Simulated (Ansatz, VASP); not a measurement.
# One calculation of TiAl3, two programs

```xyz
4
Lattice="-1.9111 1.9111 4.2807 1.9111 -1.9111 4.2807 1.9111 1.9111 -4.2807" Properties=species:S:1:pos:R:3 pbc="T T T"
Ti    0.0000    0.0000    0.0000
Al    0.0000    0.0000    4.2807
Al    0.0000    1.9111    2.1403
Al    1.9111    0.0000    2.1403
```

Alike in both runs: task relaxation of cell and atoms; functional PBE; k mesh 18 × 18 × 18; occupations gaussian, width 0.1 eV; no spin polarisation.

|  | VASP | Ansatz |
| --- | --- | --- |
| version | VASP 6.6.1 | Ansatz 0.2.0 |
| potentials or method | VASP PAW PBE potentials, release 64 (Ti_sv, Al) | scalar-relativistic, plane waves, PAW |
| plane-wave cutoff (eV) | 600 | 420 |
| valence electrons in the cell | 21 | 21 |

|  | VASP | Ansatz | Ansatz less VASP |
| --- | --- | --- | --- |
| gap on the k mesh at the Fermi level, each at its own relaxed structure (eV) | none | none | - |
| relaxed volume (Å³/atom) | 15.93 | 15.94 | +0.006 |
| relaxed cell length with the largest relative difference (Å) | 5.095 | 5.097 | +0.0023 |
| energy change over the relaxation (meV/atom) | -2 | -2 | -0.1 |

A gap of «none» marks a metal or a gap that the smearing closes.
